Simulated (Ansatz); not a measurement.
# Si: the cost of one run

Program: Ansatz 0.2.0. Level of theory: DFT LDA, scalar-relativistic, plane waves, PAW. These are calculated values, not measurements.

2 further runs of the same task are left out: 2 set aside as unsound or not needed. Runs told in other sessions of the task aren't counted.

**1. The starting structure**

Symmetry: I4/mmm, No. 139, tetragonal system. The conventional cell has a = 6.602 Å, b = 6.602 Å, c = 3.817 Å, α = 90.00°, β = 90.00°, γ = 90.00°. Around Si (site symmetry m2m) lie 4 Si at 2.33 to 2.36 Å.

Coordinates:

```
Si
1.0
    -3.30102    3.30102    1.90825
     3.30102   -3.30102    1.90825
     3.30102    3.30102   -1.90825
Si
4
Direct
  0.17885 0.17885 0.35769
  0.82115 0.82115 0.64231
  0.17885 0.82115 0.00000
  0.82115 0.17885 0.00000
```

It goes back to an entry of the Materials Project, which need not be the stable form.

This cell was relaxed beforehand with the same method: volume 20.79 Å³/atom, gap on the mesh 0.20 eV.

**2. The scan**

Rigid slide and opening across a plane, one cut a cell; the plane is (−1 1 0) of the conventional cell.

First coordinate, slide along 0 a1 + a2 (5.043 Å): 6 values from 0.000 to 0.833, periodic. Second coordinate, opening across the cut: 5 values from −0.25 to 2.20 Å.

Nothing else is relaxed (rigid halves). Energies count from the perfect crystal. Points are written as (first, second).

**3. The run at (0.167, −0.25 Å)**

File input.yaml:

```yaml
crystal:
  lattice:
    - [0.0, 0.0, -3.8165079742]
    - [-3.3010168595, -3.3010168595, -1.9082539871]
    - [-10.2764433597, 9.1761044065, 1.5902116559]
  atoms:
    - { symbol: Si, position: [0.8479996791, 0.5958577115, 0.2787084836] }
    - { symbol: Si, position: [0.1873914029, 0.4827271369, 0.9574919312] }
    - { symbol: Si, position: [0.517695541, 0.5392924242, 0.6181002074] }
    - { symbol: Si, position: [0.4903088045, 0.3112394607, 0.2787084836] }
    - { symbol: Si, position: [0.8297005283, 0.1981088861, 0.9574919312] }
    - { symbol: Si, position: [0.1600046664, 0.2546741734, 0.6181002074] }
    - { symbol: Si, position: [0.0601570412, -0.0101190137, 0.0607140823] }
    - { symbol: Si, position: [0.399548765, -0.1232495883, 0.7394975299] }
    - { symbol: Si, position: [0.7298529031, -0.066684301, 0.4001058061] }
    - { symbol: Si, position: [0.2781514424, -0.0827838141, 0.4967028849] }
    - { symbol: Si, position: [0.6084555805, -0.0262185268, 0.1573111611] }
    - { symbol: Si, position: [0.9478473043, -0.1393491014, 0.8360946087] }
basis:
  ecutwfc: 420
kpoints:
  mp_grid: { grid: [9, 7, 3] }
hamiltonian:
  xc: lda
  pseudopotentials: { kind: paw, azcp: { folder: soft_1 } }
scf:
  occupations: { method: gaussian, width: 0.03 }
output:
  forces: true
  stress: true
  eigenvalues: true
```

Command:

```
$ ansatz run input.yaml --threads 2 --pin off --max-ram 4096MiB --backend cpu --events-out ev --progress --plain --runs-dir out
```

Q: Estimate wall time and peak memory on 2 threads of Arm Neoverse N1, shared host.

About 84 s, with a peak of 0.82 GiB.
